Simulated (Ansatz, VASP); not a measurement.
Pd in VASP and in Ansatz

```xyz
1
Lattice="0.0000 1.9449 2.0616 1.9449 0.0000 2.0616 1.9449 1.9449 0.0000" Properties=species:S:1:pos:R:3 pbc="T T T"
Pd    0.0000    0.0000    0.0000
```

Change from the starting cell: strain +0.0600 x Voigt [0, 0, 1, 0, 0, 0], atoms carried along.

Alike in both runs: task single point; functional LDA; k mesh 20 × 20 × 20; occupations gaussian, width 0.15 eV; no spin polarisation.

|  | VASP | Ansatz |
| --- | --- | --- |
| version | VASP 6.6.1 | Ansatz 0.2.0 |
| potentials or method | VASP PAW LDA potentials, release 64 (Pd) | scalar-relativistic, plane waves, PAW |
| plane-wave cutoff (eV) | 520 | 420 |
| valence electrons in the cell | 10 | 18 |

Ansatz gave:

```
gap on the k mesh at the Fermi level (eV)       : none
pressure (GPa)                                  : -16.7
largest component of the traceless stress (GPa) : 2.05
```

Problem. Estimate VASP's values.

Solution. gap on the k mesh at the Fermi level (eV): none; pressure (GPa): -16.5; largest component of the traceless stress (GPa): 2.03.

A gap of «none» marks a metal or a gap that the smearing closes. The two sets of potentials don't hold the same shells in valence.

Caveats: so large a pressure means that the cell lies far from this level's equilibrium, or that cutoff or potentials fall short (VASP).
